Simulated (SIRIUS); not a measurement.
Runs of SIRIUS 7.12.0 on ZnO (zincite). The structure is hexagonal, space group P6_3mc (No. 186). The conventional cell has a = 3.249 Å, b = 3.249 Å, c = 5.206 Å, α = 90.00°, β = 90.00°, γ = 120.00°. Zn (site symmetry 3m) has 4 O at 1.97 to 1.98 Å as nearest neighbours. O (site symmetry 3m) has 4 Zn at 1.97 to 1.98 Å as nearest neighbours. 

| task | level | reference energy of the basis | start of the SCF | gap on the mesh (eV) | V0 of scaled cells (Å³/atom) | B0 (GPa) | largest force (eV/Å) |
| --- | --- | --- | --- | --- | --- | --- | --- |
| equation of state | PBEsol | - | - | - | 11.77 | 145 | - |
| equation of state | PBE | - | - | - | 12.31 | (b) | - |
| single point | PBE | 0.15 Ha | LDA density | 0.83 | - | - | 0.07 |
| single point | PBEsol | 0.15 Ha | LDA density | 0.72 | - | - | (a) |

Alike in all rows: potentials or basis all-electron FP-LAPW, apw+lo standard; no spin polarisation; cell as given; k mesh 9 × 9 × 5; cutoff (eV) 344; smearing fermi-dirac 0.05 eV.

Problem. Fill in the values left out.

Solution. (a) 0.06; (b) 130.

Caveats: the cell was scaled at fixed shape and fractional positions, which overstates the stiffness of a crystal with free parameters, most of all of layers and chains (some runs); an odd mesh through Γ misses points on the zone boundary, where band edges often lie (some runs).

Not every run made on this cell is shown here.
